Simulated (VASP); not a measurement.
Data:

```xyz
2
Lattice="0.0000 2.9850 2.9850 2.9850 0.0000 2.9850 2.9850 2.9850 0.0000" Properties=species:S:1:pos:R:3 pbc="T T T"
Na     0.0000     0.0000     0.0000
Br     2.9850     2.9850     2.9850
```

Computed with r2SCAN meta-GGA, VASP's PBE PAW potentials (set 64) (plane waves; VASP). Settings: 520 eV cut-off, 7×7×7 Γ-centred mesh, Gaussian smearing of 0.050 eV, potentials Na_pv Br.

### Question
The ions, cell shape and volume are relaxed. What does this cell relax into?

### Answer

```xyz
2
Lattice="0.0000 2.9683 2.9683 2.9683 0.0000 2.9683 2.9683 2.9683 0.0000" Properties=species:S:1:pos:R:3 pbc="T T T"
Na     0.0000     0.0000     0.0000
Br     2.9683     2.9683     2.9683
```
Space group Fm-3m (225), at a tolerance of 0.03 Å.

### Question
How do energy and volume change from the first to the last step?

### Answer
The energy (σ→0) changes by -0.5 meV/atom and the volume by -1.7 %, in 4 ionic steps.

| step | E(σ→0) (eV) | max force (eV/Å) | pressure (GPa) | volume (Å³) |
|---|---|---|---|---|
| 1 | -20.4456 | 0.000 | -0.34 | 53.19 |
| 2 | -20.4463 | 0.000 | -0.15 | 52.76 |
| 3 | -20.4464 | 0.000 | -0.09 | 52.61 |
| 4 | -20.4465 | 0.000 | 0.05 | 52.31 |

The compound is NaBr in the rock salt structure. This run relaxes it. Symmetry was kept, so distortions that lower it aren't found.
